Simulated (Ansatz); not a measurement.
Ga2O3, 10 atoms in the cell. It takes space group C2/m (No. 12, monoclinic). Conventional cell: a = 12.214 Å, b = 3.037 Å, c = 5.798 Å, α = 90.00°, β = 103.83°, γ = 90.00°. Ga (site symmetry m) is surrounded by 6 O at 1.94 to 2.07 Å. Ga (site symmetry m) has 4 O at 1.83 to 1.86 Å as nearest neighbours. O (site symmetry m) has 3 Ga at 1.83 to 1.94 Å as nearest neighbours. Around O (site symmetry m) lie 4 Ga at 1.86 to 2.07 Å. Around O (site symmetry m) lie 3 Ga at 1.83 to 1.94 Å. 

| Quantity | Value |
| --- | --- |
| Program | Ansatz 0.2.0 |
| Task | relaxation of cell and atoms |
| Functional | PBEsol |
| Potentials or basis | Ansatz PAW |
| Cutoff | 420 eV (not typed: the program's choice for these potentials) |
| k mesh | 9 × 9 × 5 |
| Occupations | fermi-dirac, width 0.05 eV |
| Spin | no spin polarisation |

Potentials or basis: Ansatz PAW.

Launch:

```bash
$ ansatz run input.yaml --threads 2 --pin off --max-ram 5120MiB --backend cpu --events-out ev --progress --plain --runs-dir out
```

Hardware: 2 threads of Arm Neoverse V1 (shared host).

Question: How long does it take, and how much memory?

Answer: It took 2.4 min on 2 threads of Arm Neoverse V1, on a shared host, peak memory 0.73 GiB. Counts: scf iterations 50, plane waves 2045, k points 115, bands 54, ion steps 8.
